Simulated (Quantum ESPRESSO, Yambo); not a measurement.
# Excitons of AlN (P6_3mc) on ever denser meshes, part 3 of 5

Aim: the absorption spectrum of AlN (P6_3mc) with electron-hole interaction, and what each part of the kernel does.

Quantum ESPRESSO 7.5 and Yambo 5.3.0; PBE and many-body steps on it, plane waves. Known limits of the many-body steps: not at the basis limit; coarse k mesh; bindings not settled in the k mesh.

So far. Step 8 (Triplet (no exchange term)): The lowest triplet lies at 4.817 eV; without spin-orbit coupling triplets are dark, so no spectrum is read. Step 9 (Empty states on the mesh, 6×6×4 mesh, 17 bands): On this mesh the gap is 4.221 eV.

The database entry behind the starting cell differs from later determinations by our own check (inner coordinate u about 0.002 short), so it need not match the best structure at ambient conditions.

## Step 11: k mesh (6×6×4)

This step: Bethe-Salpeter equation on PBE with a scissors shift, plane waves, norm-conserving pseudopotentials.

bse6.in

```
optics
bss
bse
em1s
dipoles
rim_cut
RandQpts= 1000000
RandGvec= 1 RL
Chimod= "HARTREE"
BSKmod= "SEX"
BSEmod= "resonant"
BSSmod= "d"
BSENGexx= 20 Ry
BSENGBlk= 4 Ry
% BSEQptR
 1 | 1 |
%
% BSEBands
 3 | 10 |
%
% BEnRange
 0 | 8 | eV
%
% BDmRange
 0.1 | 0.1 | eV
%
BEnSteps= 161
% BLongDir
 1 | 0 | 0 |
%
% BndsRnXs
 1 | 17 |
%
NGsBlkXs= 4 Ry
% LongDrXs
 1 | 1 | 1 |
%
% KfnQP_E
 1.237 | 1.0 | 1.0 |
%
WRbsWF
FFTGvecs= 32 Ry
```

The run is started by

```sh
OMP_NUM_THREADS=1 mpirun -n 8 yambo -F bse6.in -J bse6 -C bse6 > bse6.log
```

The program printed:

```text
 Yambo, version 5.3.0

 [02] CORE Variables Setup
 =========================

  [... cell, symmetries and grids as in the set-up ...]

  [02.05] Energies & Occupations
  ==============================

  [X] === General ===
  [X] Electronic Temperature                        :  0.000000  0.000000 [eV K]
  [X] Bosonic    Temperature                        :  0.000000  0.000000 [eV K]
  [X] Finite Temperature mode                       : no
  [X] El. density                                   :  0.38275E+24 [cm-3]
  [X] Fermi Level                                   :  7.106654 [eV]

  [X] === Gaps and Widths ===
  [X] Conduction Band Min                           :  4.220514 [eV]
  [X] Valence Band Max                              :  0.000000 [eV]
  [X] Filled Bands                                  :   8
  [X] Empty Bands                                   :   9  17
  [X] Direct Gap                                    :  4.220514 [eV]
  [X] Direct Gap localized at k                     :  1
  [X] Indirect Gap                                  :  4.220514 [eV]
  [X] Indirect Gap between kpts                     :  1  1
  [X] Last valence band width                       :  2.371258 [eV]
  [X] 1st conduction band width                     :  3.218768 [eV]

 [03] Transferred momenta grid and indexing
 ==========================================

 [BZ sampling] Q-grid is User defined and/or read from the database

 IBZ Q-points                                      :  24
 BZ  Q-points                                      :  144

 K/Q-points units:
 rlu = crystal or reduced units; cc = cartesian coordinates; iku = interal k-units

 Q [ 1]         [rlu]:  0.000000  0.000000  0.000000
 Q [ 2]         [rlu]:  0.000000  0.000000  0.250000
[...]
X band range                                     :   1  17
  X e/h energy range                               : -1.000000 -1.000000 [eV]
  X Time ordering                                  : T
  X Hxc Kernel                                     : HARTREE
  X Drude frequency                                :  0.000000  0.000000
  X poles                                          :  100.0000 [o/o]
  RL vectors in the sum                            :   881
  [r,Vnl] included                                 : yes
  Field direction                                  :  0.577350E-5  0.577350E-5  0.577350E-5
  BZ energy Double Grid                            : no
  BZ energy DbGd points                            : 0
  BZ Q point size factor                           : -1.000000
  X Optical Averaged directions                    : none

 [08] Bethe Salpeter Equation driver
 ===================================

  [08.01] Bethe Salpeter Equation @q1
  ===================================

   [08.01.01] Transition pre-analysis @q1
   ======================================

   [08.01.02] Transition Groups build-up @q1
   =========================================

   [BSK] Transition groups (total):   96
   [BSK] Size (resonant):  1728
   [BSK]         (total):  1728
   [BSK] N. of matrices :  1

   [08.01.03] Loading Dipoles @q1
   ==============================

   [08.01.04] Independent Particles properties @q1
   ===============================================

   ==========================================================

   [BSE] Exchange components :   415
   [BSE] Correlation components :   37  313

    [08.01.05.01] Screened interaction header I/O
    =============================================

    [08.01.05.02] Main kernel loop
    ==============================

    [08.01.05.03] Wave-Function Phases
    ==================================

    [BSE] WF phases found       :  61.93576 [o/o]

   [08.01.06] BSE solver(s) @q1
   ============================

   [SLK-Digonalization]  Pools        :  2
   [SLK-Digonalization]  BLACS grid   :  2  2

   [08.01.07] Diago Solver @q1
   ===========================

 [11] Game Over & Game summary
```

Wall time 18 s (8 MPI ranks of Arm Neoverse V2, shared host); peak memory 2.9 GiB; 2.2 min of CPU time.

This step gave:

```yaml
transitions_in_the_window: 1728
direct_gap_of_the_transition_levels: 5.458 eV
lowest_state: 4.997 eV
first_strong_exciton_over_a_fiftieth_of_the_strongest_listed: 5.173 eV
binding_of_the_lowest_state_below_the_direct_gap: 0.4607 eV
coulomb_term_of_one_mesh_cell: 0.5267 eV
```

The binding is 0.87 times the screened Coulomb term of one mesh cell (0.53 eV), so it is not shown settled.

The lowest state lies at 4.997 eV, 0.461 eV under the direct gap.

## Step 12: Triplet (no exchange term)

bse7.in, as its differences from bse6.in of step 11:

```diff
@@ -12,3 +12,3 @@
 BSSmod= "d"
-BSENGexx= 20 Ry
+BSENGexx= 1 RL
 BSENGBlk= 4 Ry
```

The run is started by

```sh
OMP_NUM_THREADS=1 mpirun -n 8 yambo -F bse7.in -J bse7,bse6_W -C bse7 > bse7.log
```

The program printed:

```text
 Yambo, version 5.3.0

 [02] CORE Variables Setup
 =========================

  [... cell, symmetries and grids as in the set-up ...]

  [02.05] Energies & Occupations
  ==============================

  [X] === General ===
  [X] Electronic Temperature                        :  0.000000  0.000000 [eV K]
  [X] Bosonic    Temperature                        :  0.000000  0.000000 [eV K]
  [X] Finite Temperature mode                       : no
  [X] El. density                                   :  0.38275E+24 [cm-3]
[...]
=========================================

  [WARNING] [r,Vnl^pseudo] included in position and velocity dipoles.

  [WARNING] In case H contains other non local terms, these are neglected

 [07] Static Dielectric Matrix
 =============================

    [08.01.05.02] Main kernel loop
    ==============================

    [08.01.05.03] Wave-Function Phases
    ==================================

    [BSE] WF phases found       :  61.93576 [o/o]

   [08.01.06] BSE solver(s) @q1
   ============================

   [SLK-Digonalization]  Pools        :  2
   [SLK-Digonalization]  BLACS grid   :  2  2

   [08.01.07] Diago Solver @q1
   ===========================

 [11] Game Over & Game summary
```

Wall time 15 s (8 MPI ranks); peak memory 2.8 GiB.

The lowest triplet lies at 4.974 eV; without spin-orbit coupling triplets are dark, so no spectrum is read.

## Step 13: Empty states on the mesh, 9×9×4 mesh, 17 bands

This step: Quantum ESPRESSO 7.5; DFT, PBE, plane waves, norm-conserving pseudopotentials.

pw.in

```
&control
  calculation = 'nscf'
  prefix = 'x'
  outdir = 'o'
  pseudo_dir = 'pseudo'
/
&system
  ibrav = 0
  nat = 4
  ntyp = 2
  ecutwfc = 72.0
  nbnd = 17
  force_symmorphic = .true.
/
&electrons
  conv_thr = 1e-9
  electron_maxstep = 80
  diago_full_acc = .true.
  diago_thr_init = 5e-6
/
ATOMIC_SPECIES
  Al 26.982 Al.upf
  N 14.007 N.upf
CELL_PARAMETERS angstrom
  3.1130000000 -0.0000000000 0.0000000000
  -1.5565000000 2.6959370820 0.0000000000
  0.0000000000 0.0000000000 4.9810000000
ATOMIC_POSITIONS crystal
  Al 0.3333333333 0.6666666667 0.0000000000
  Al 0.6666666667 0.3333333333 0.5000000000
  N 0.3333333333 0.6666666667 0.3800000000
  N 0.6666666667 0.3333333333 0.8800000000
K_POINTS automatic
  9 9 4 0 0 0
```

The run is started by

```sh
OMP_NUM_THREADS=1 mpirun -n 8 pw.x -nk 4 -in pw.in > pw.out
```

The program printed:

```text
[banner, memory and clock lines left out]
Program PWSCF v.7.5 starts

     Atomic positions and unit cell read from directory:
     o/x.save/

     Message from routine setup:
     using ibrav=0 with symmetry is DISCOURAGED, use correct ibrav instead

     bravais-lattice index     =            0
     lattice parameter (alat)  =       5.8827  a.u.
     unit-cell volume          =     282.0993 (a.u.)^3
     number of atoms/cell      =            4
     number of atomic types    =            2
     number of electrons       =        16.00
[...]
21.6424

          k = 0.0000 0.0000 0.1562 (  2893 PWs)   bands (ev):

    -7.8016  -6.3221   1.9309   5.9103   6.3661   6.3661   6.8267   6.8267
    12.2778  13.8969  17.3750  18.2652  18.2653  18.8620  19.5420  19.5420
    22.6393

          k = 0.0000 0.0000-0.3125 (  2858 PWs)   bands (ev):

    -7.1501  -7.1501   3.7936   3.7936   6.5919   6.5919   6.5919   6.5919
    13.5732  13.5732  17.4519  17.4519  18.6140  18.6140  18.6140  18.6140
    24.9920

          k = 0.0000 0.1283 0.0000 (  2875 PWs)   bands (ev):

     [... further k-points ...]

     highest occupied, lowest unoccupied level (ev):     7.1067   11.3272

     XML data file, pseudopotentials, collected wavefunctions
```

It took 2.1 s on 8 MPI ranks; peak memory 0.36 GiB.

Numbers from this step:

```
gap                                                           : 4.221 eV
k of the valence top                                          : 0, 0, 0
k of the conduction bottom                                    : 0, 0, 0
least direct gap                                              : 4.221 eV
k points computed                                             : 43
lowest point of the top converged band, above the valence top : 13.67 eV
```

On this mesh the gap is 4.221 eV.

## Step 14: Conversion and set-up

This step: Yambo 5.3.0; conversion and set-up on PBE, plane waves, norm-conserving pseudopotentials.

The run is started by

```sh
(cd o/x.save; p2y > p2y.log; mv SAVE ../..); yambo > setup.log
```

The program printed:

```text
 Yambo, version 5.3.0

 [02] CORE Variables Setup
 =========================

  [02.01] Unit cells
  ==================

  Cell kind             :  HCP
  Atoms in the cell     :  Al  N
  number of Al atoms    :  2
  number of N  atoms    :  2

  List of atomic masses
  Mass of Al    :  26.98200
  Mass of N     :  14.00700

  List of atomic coordinates    : [cc]
  Al1       : -0.29414E-09   3.3964       0.0000      order 1
  Al2       :  2.941359  1.698194  4.706363  order 2
  N1       : -0.29414E-09   3.3964       3.5768      order 3
[...]
rlu = crystal or reduced units; cc = cartesian coordinates; iku = interal k-units

 Q [ 1]         [rlu]:  0.000000  0.000000  0.000000
 Q [ 2]         [rlu]:  0.000000  0.000000  0.250000
 Q [ 3]         [rlu]:  0.000000  0.000000 -0.500000
[...]
Q [ 8]         [rlu]: -0.27214E-19  0.22222      0.25000
 Q [ 9]         [rlu]: -0.27214E-19  0.22222     -0.50000
 Q [10]         [rlu]: -0.40821E-19  0.33333       0.0000
     [... 31 further rows ...]
 Q [42]         [rlu]: -0.111111 -0.333333  0.250000
 Q [43]         [rlu]: -0.222222 -0.333333  0.250000

  [03.01] X indexes
  =================

   [03.01.01] Sigma indexes
   ========================

 [06] Game Over & Game summary
```

Wall time 2.5 s (1 MPI rank); peak memory 0.25 GiB.

## Step 15: k mesh (9×9×4)

This step: Bethe-Salpeter equation on PBE with a scissors shift, plane waves, norm-conserving pseudopotentials.

bse9.in, as its differences from bse7.in of step 12:

```diff
@@ -12,3 +12,3 @@
 BSSmod= "d"
-BSENGexx= 1 RL
+BSENGexx= 20 Ry
 BSENGBlk= 4 Ry
@@ -18,3 +18,3 @@
 % BSEBands
- 3 | 10 |
+ 4 | 10 |
 %
```

The run is started by

```sh
OMP_NUM_THREADS=1 mpirun -n 8 yambo -F bse9.in -J bse9 -C bse9 > bse9.log
```

The program printed:

```text
 Yambo, version 5.3.0

 [02] CORE Variables Setup
 =========================

  [... cell, symmetries and grids as in the set-up ...]

  [02.05] Energies & Occupations
  ==============================

  [X] === General ===
  [X] Electronic Temperature                        :  0.000000  0.000000 [eV K]
  [X] Bosonic    Temperature                        :  0.000000  0.000000 [eV K]
  [X] Finite Temperature mode                       : no
  [X] El. density                                   :  0.38275E+24 [cm-3]
[...]
==========================================================

   [BSE] Exchange components :   415
   [BSE] Correlation components :   37  313

    [08.01.05.01] Screened interaction header I/O
    =============================================

    [08.01.05.02] Main kernel loop
    ==============================

    [08.01.05.03] Wave-Function Phases
    ==================================

    [BSE] WF phases found       :  71.01329 [o/o]

   [08.01.06] BSE solver(s) @q1
   ============================

   [SLK-Digonalization]  Pools        :  2
   [SLK-Digonalization]  BLACS grid   :  2  2

   [08.01.07] Diago Solver @q1
   ===========================

 [11] Game Over & Game summary
```

Run time: 94 s. Hardware: 8 MPI ranks; peak memory 5.3 GiB.

Numbers from this step:

- transitions in the window: 3240
- direct gap of the transition levels: 5.458 eV
- lowest state: 5.091 eV
- first strong exciton (over a fiftieth of the strongest listed): 5.274 eV
- binding of the lowest state below the direct gap: 0.3667 eV
- Coulomb term of one mesh cell: 0.4048 eV

The binding is 0.91 times the screened Coulomb term of one mesh cell (0.40 eV), so it is not shown settled.

The lowest state lies at 5.091 eV, 0.367 eV under the direct gap.

The ε₂ has structure finer than the step of the table below, so its rows give means over 0.2 eV, whole bins alone (the curve runs from 0 to 8 eV). Peaks (eV: height): BSE 5.95: 5.59, 6.75: 12.5, 7.55: 10.7; no electron-hole interaction 7.25: 3.92.

Field along x; broadening 0.1 eV; transition window only. Limits: finite bands, cutoff and mesh; exciton not shown settled in the k mesh. ε₂ against photon energy; means over each step:

| photon energy (eV) | BSE | no electron-hole interaction |
| --- | --- | --- |
| 0.2 | 0.0156 | 0.0108 |
| 0.4 | 0.0165 | 0.0113 |
| 0.6 | 0.0176 | 0.0119 |
| 0.8 | 0.0187 | 0.0125 |
| 1.0 | 0.0200 | 0.0132 |
| 1.2 | 0.0214 | 0.0139 |
| 1.4 | 0.0229 | 0.0147 |
| 1.6 | 0.0247 | 0.0156 |
| 1.8 | 0.0266 | 0.0166 |
| 2.0 | 0.0288 | 0.0176 |
| 2.2 | 0.0314 | 0.0188 |
| 2.4 | 0.0342 | 0.0201 |
| 2.6 | 0.0375 | 0.0216 |
| 2.8 | 0.0414 | 0.0232 |
| 3.0 | 0.0459 | 0.0250 |
| 3.2 | 0.0512 | 0.0271 |
| 3.4 | 0.0577 | 0.0295 |
| 3.6 | 0.0657 | 0.0322 |
| 3.8 | 0.0756 | 0.0354 |
| 4.0 | 0.0885 | 0.0392 |
| 4.2 | 0.106 | 0.0437 |
| 4.4 | 0.131 | 0.0494 |
| 4.6 | 0.171 | 0.0566 |
| 4.8 | 0.248 | 0.0666 |
| 5.0 | 0.477 | 0.0816 |
| 5.2 | 1.64 | 0.110 |
| 5.4 | 1.36 | 0.202 |
| 5.6 | 0.929 | 0.586 |
| 5.8 | 2.48 | 0.362 |
| 6.0 | 4.30 | 0.289 |
| 6.2 | 3.47 | 0.658 |
| 6.4 | 4.49 | 1.20 |
| 6.6 | 8.41 | 0.988 |
| 6.8 | 10.3 | 1.02 |
| 7.0 | 7.07 | 1.51 |
| 7.2 | 8.06 | 3.39 |
| 7.4 | 8.46 | 3.00 |
| 7.6 | 9.44 | 3.50 |
| 7.8 | 8.03 | 4.37 |

The window of bands is narrower than in the first exciton run, so this row is not like for like with it.

The program warns that the window of bands cuts a degenerate level, which breaks the symmetry of states and spectrum.

## Step 16: Triplet (no exchange term)

bse10.in, as its differences from bse9.in of step 15:

```diff
@@ -12,3 +12,3 @@
 BSSmod= "d"
-BSENGexx= 20 Ry
+BSENGexx= 1 RL
 BSENGBlk= 4 Ry
```

The run is started by

```sh
OMP_NUM_THREADS=1 mpirun -n 8 yambo -F bse10.in -J bse10,bse9_W -C bse10 > bse10.log
```

The program printed:

```text
 Yambo, version 5.3.0

 [02] CORE Variables Setup
 =========================

  [... cell, symmetries and grids as in the set-up ...]

  [02.05] Energies & Occupations
  ==============================

  [X] === General ===
  [X] Electronic Temperature                        :  0.000000  0.000000 [eV K]
  [X] Bosonic    Temperature                        :  0.000000  0.000000 [eV K]
  [X] Finite Temperature mode                       : no
  [X] El. density                                   :  0.38275E+24 [cm-3]
[...]
=========================================

  [WARNING] [r,Vnl^pseudo] included in position and velocity dipoles.

  [WARNING] In case H contains other non local terms, these are neglected

 [07] Static Dielectric Matrix
 =============================

    [08.01.05.02] Main kernel loop
    ==============================

    [08.01.05.03] Wave-Function Phases
    ==================================

    [BSE] WF phases found       :  71.01329 [o/o]

   [08.01.06] BSE solver(s) @q1
   ============================

   [SLK-Digonalization]  Pools        :  2
   [SLK-Digonalization]  BLACS grid   :  2  2

   [08.01.07] Diago Solver @q1
   ===========================

 [11] Game Over & Game summary
```

Run time: 87 s. Hardware: 8 MPI ranks; peak memory 5.1 GiB; 11 min of CPU time.

The lowest triplet lies at 5.075 eV; without spin-orbit coupling triplets are dark, so no spectrum is read.

The program warns that the window of bands cuts a degenerate level, which breaks the symmetry of states and spectrum.

## Step 17: Empty states on the mesh, 9×9×6 mesh, 17 bands

This step: Quantum ESPRESSO 7.5; DFT, PBE, plane waves, norm-conserving pseudopotentials.

pw.in: that of step 13 with these lines changed.

```diff
@@ -33,2 +33,2 @@
 K_POINTS automatic
-  9 9 4 0 0 0
+  9 9 6 0 0 0
```

The run is started by

```sh
OMP_NUM_THREADS=1 mpirun -n 8 pw.x -nk 4 -in pw.in > pw.out
```

The program printed:

```text
[banner, memory and clock lines left out]
Program PWSCF v.7.5 starts

     Atomic positions and unit cell read from directory:
     o/x.save/

     Message from routine setup:
     using ibrav=0 with symmetry is DISCOURAGED, use correct ibrav instead

     bravais-lattice index     =            0
     lattice parameter (alat)  =       5.8827  a.u.
     unit-cell volume          =     282.0993 (a.u.)^3
     number of atoms/cell      =            4
     number of atomic types    =            2
     number of electrons       =        16.00
[...]
21.6424

          k = 0.0000 0.0000 0.1042 (  2887 PWs)   bands (ev):

    -7.9321  -6.0958   1.5033   6.3168   6.3168   6.5094   6.8808   6.8808
    11.8161  13.8476  17.5284  18.2650  18.2650  19.4693  19.8959  19.8959
    22.1070

          k = 0.0000 0.0000 0.2083 (  2900 PWs)   bands (ev):

    -7.6237  -6.5906   2.4762   5.2267   6.4312   6.4312   6.7569   6.7569
    12.7634  13.9021  17.2629  18.2882  18.3140  18.3140  19.1866  19.1866
    23.3209

          k = 0.0000 0.0000-0.3125 (  2858 PWs)   bands (ev):

     [... further k-points ...]

     highest occupied, lowest unoccupied level (ev):     7.1067   11.3272

     XML data file, pseudopotentials, collected wavefunctions
```

Wall time 2.6 s (8 MPI ranks); peak memory 0.36 GiB.

Numbers from this step:

```
gap                                                           : 4.221 eV
k of the valence top                                          : 0, 0, 0
k of the conduction bottom                                    : 0, 0, 0
least direct gap                                              : 4.221 eV
k points computed                                             : 62
lowest point of the top converged band, above the valence top : 13.62 eV
```

On this mesh the gap is 4.221 eV.

## Step 18: Conversion and set-up

This step: Yambo 5.3.0; conversion and set-up on PBE, plane waves, norm-conserving pseudopotentials.

The run is started by

```sh
(cd o/x.save; p2y > p2y.log; mv SAVE ../..); yambo > setup.log
```

The program printed:

```text
 Yambo, version 5.3.0

 [02] CORE Variables Setup
 =========================

  [02.01] Unit cells
  ==================

  Cell kind             :  HCP
  Atoms in the cell     :  Al  N
  number of Al atoms    :  2
  number of N  atoms    :  2

  List of atomic masses
  Mass of Al    :  26.98200
  Mass of N     :  14.00700

  List of atomic coordinates    : [cc]
  Al1       : -0.29414E-09   3.3964       0.0000      order 1
  Al2       :  2.941359  1.698194  4.706363  order 2
  N1       : -0.29414E-09   3.3964       3.5768      order 3
[...]
Q [ 1]         [rlu]:  0.000000  0.000000  0.000000
 Q [ 2]         [rlu]:  0.000000  0.000000  0.166667
 Q [ 3]         [rlu]:  0.000000  0.000000  0.333333
[...]
Q [ 8]         [rlu]: -0.13607E-19  0.11111     -0.50000
 Q [ 9]         [rlu]: -0.27214E-19  0.22222       0.0000
 Q [10]         [rlu]: -0.27214E-19  0.22222      0.16667
     [... 38 further rows ...]
 Q [49]         [rlu]:  0.13607E-19 -0.11111      0.16667
 Q [50]         [rlu]:  0.13607E-19 -0.11111      0.33333

 Remaining 12 points informations can be written running with -fatlog

  [03.01] X indexes
  =================

   [03.01.01] Sigma indexes
   ========================

 [06] Game Over & Game summary
```

It took 2.9 s on 1 MPI rank; peak memory 0.26 GiB.

(Part 3 of 5 ends here.)

[Paths, hosts, dates, memory and timing lines, banners, echoed tables and standing remarks are left out of the program output.]

[Logs are printed without paths, hosts, clocks, repeated set-up lines and the standing remarks that a program may print on its own settings, such as how far it seeks lower states.]

[Runs of the session that timed out or met a known fault of the program may be left out.]

[Hosts, paths, dates, database ids (printed as entryN), source tags and the programs' standing remarks are cut or masked in the printed files.]
